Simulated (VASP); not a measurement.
Crystal: SiC.

```
CELL_PARAMETERS angstrom
0.00000 2.11927 2.11927
2.11927 0.00000 2.11927
2.11927 2.11927 0.00000
ATOMIC_POSITIONS crystal
Si 0.00000 0.00000 0.00000
C 0.50000 0.50000 0.50000
```

The cell was built by a generator and needn't be a form met in nature.

- Program: VASP 6.6.1
- Task: relaxation of cell and atoms
- Functional: PBEsol
- Potentials or basis: VASP PAW PBE potentials, release 64 (Si, C)
- Cutoff: 600 eV
- k mesh: 12 × 12 × 12
- Occupations: gaussian, width 0.03 eV
- Spin: no spin polarisation

At the start: pressure -27.2 GPa; volume 9.52 Å³/atom.

Task: How do energy, volume and symmetry change on relaxing?

Result: Over 15 steps the energy falls by 128.0 meV/atom and the volume is 8.23 Å³/atom (-13.6 %); space group Fm-3m (No. 225, to 0.05 Å).

The path:
| step | energy change (eV) | largest force (eV/Å) | pressure (GPa) | volume (Å³) |
| --- | --- | --- | --- | --- |
| 1 | 0.0000 | 0.0000 | -27.21 | 19.04 |
| 2 | -0.1226 | 0.0000 | 30.49 | 14.92 |
| 3 | -0.2560 | 0.0000 | 0.20 | 16.45 |
| 4 | -0.2559 | 0.0000 | -0.62 | 16.50 |
| 5 | -0.2559 | 0.0000 | -0.61 | 16.50 |
| 6 | -0.2559 | 0.0000 | -0.54 | 16.49 |
| 7 | -0.2559 | 0.0000 | -0.53 | 16.49 |
| 8 | -0.2559 | 0.0000 | -0.53 | 16.49 |
| 9 | -0.2559 | 0.0000 | -0.52 | 16.49 |
| 10 | -0.2559 | 0.0000 | -0.51 | 16.49 |
| 11 | -0.2560 | 0.0000 | -0.50 | 16.49 |
| 12 | -0.2560 | 0.0000 | -0.46 | 16.49 |
| 13 | -0.2560 | 0.0000 | -0.38 | 16.48 |
| 14 | -0.2560 | 0.0000 | -0.21 | 16.47 |
| 15 | -0.2560 | 0.0000 | 0.12 | 16.45 |

Final structure:
```
Si C
1.0
     0.00000    2.01875    2.01875
     2.01875    0.00000    2.01875
     2.01875    2.01875    0.00000
Si C
1 1
Cartesian
  2.0187 2.0187 0.0000
  2.0187 2.0187 2.0187
```

Caveat: the PAW data sets were made with another functional, which shifts forces and pressure a little.
